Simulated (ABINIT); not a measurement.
Input of an ABINIT 10.8.3 (patched build) run:

Contents of run.abi:

```
# Pseudopotentials
pp_dirpath "./"
pseudos "Si.upf, C.upf"

# Structure
acell 5.8127975593 5.8127975593 9.5393374771
rprim
     1.0000000000     0.0000000000     0.0000000000
    -0.5000000000     0.8660254038     0.0000000000
     0.0000000000     0.0000000000     1.0000000000
ntypat 2
znucl 14 6
natom 4
typat 1 1 2 2
xred
     0.6666666667     0.3333333333     0.5000000000
     0.3333333333     0.6666666667     0.0000000000
     0.6666666667     0.3333333333     0.8850000000
     0.3333333333     0.6666666667     0.3850000000

# Plane-wave basis
ecut 1006.821291 eV

# k points
kptopt 1
ngkpt 8 8 4
nshiftk 1
shiftk 0.0 0.0 0.0

# Exchange and correlation
ixc 7

# Bands and occupations
nband 12
occopt 3
tsmear 0.00183747

# SCF cycle
nstep 100
tolvrs 1.0e-10

# Output
iomode 3
prtwf 0
prteig 0
prtebands 0
enunit 2
prtden 1
prtvha 1
prtvclmb 1
prtpot 1
prtelf 1
```

Potentials or basis: PseudoDojo NC SR LDA v0.4.1 standard.

Run with:

```console
$ mpirun --bind-to none -np 4 abinit run.abi > log 2>&1
```

Q: Estimate the largest force.

A: 0.728 eV/Å.

Q: Predict the band gap on the k mesh.

A: 2.48 eV, indirect (least direct gap 4.00 eV).

Q: Predict the pressure.

A: -4.8 GPa.

Stress tensor (GPa, compression positive):
```
-3.37  0.00  0.00
 0.00 -3.37  0.00
 0.00  0.00 -7.53
```

A k mesh can miss the band edges. A hybrid or GW would open this gap; LDA tends to underestimate it.
